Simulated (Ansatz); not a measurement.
Si2Mo: from a trial structure to a relaxed crystal

Theory: DFT PBE, scalar-relativistic, plane waves, PAW in Ansatz. Cutoff 420 eV, Γ-centred k mesh, Gaussian smearing, no spin polarisation in the final step.

The start puts Si2Mo on the beta-cristobalite structure type (Fd-3m, No. 227), with Mo in place of Si, Si in place of O, at a guessed volume.

```yaml
crystal:
  lattice:
    - [0.00000, 3.59350, 3.59350]
    - [3.59350, 0.00000, 3.59350]
    - [3.59350, 3.59350, 0.00000]
  atoms:
    - { symbol: Si, position: [0.62500, 0.62500, 0.62500] }
    - { symbol: Si, position: [0.12500, 0.62500, 0.62500] }
    - { symbol: Si, position: [0.62500, 0.62500, 0.12500] }
    - { symbol: Si, position: [0.62500, 0.12500, 0.62500] }
    - { symbol: Mo, position: [0.50000, 0.50000, 0.50000] }
    - { symbol: Mo, position: [0.75000, 0.75000, 0.75000] }
```

Cell and atoms relax at zero pressure; the relaxation can't lower the symmetry of the start. After a coarse first stage the cell is made exact in the group found at 0.06 Å.

Energies over the elements count from the elements' standard structures at the same level, with no empirical corrections.

Question: Describe the relaxed structure.

Answer: It keeps Fd-3m (No. 227). The result has the beta-cristobalite structure. Conventional cell: a = 10.822 Å. Si has 2 Mo at 2.34 Å; Mo has 4 Si at 2.34 Å.

```
Si Mo
1.0
     0.00000    5.41087    5.41087
     5.41087    0.00000    5.41087
     5.41087    5.41087    0.00000
Si Mo
4 2
Direct
  0.62500 0.62500 0.62500
  0.12500 0.62500 0.62500
  0.62500 0.62500 0.12500
  0.62500 0.12500 0.62500
  0.50000 0.50000 0.50000
  0.75000 0.75000 0.75000
```

Question: What are its volume, energy, density and gap?

Answer: The volume per atom is 52.81 Å³. The density is 1.59 g/cm³ and the energy over the elements is 1.44 eV/atom. The gap on the 6×6×6 mesh is 0 eV (a metal).

The final run used a 6×6×6 mesh on its 6-atom cell and 0.10 eV smearing. For metals, differences of a few meV/atom aren't resolved. A structure relaxed within its symmetry needn't be a true minimum.

Cost: 3 runs of about 0.63 core-minutes in all, on Intel Xeon 6975P-C (Granite Rapids) (shared hosts).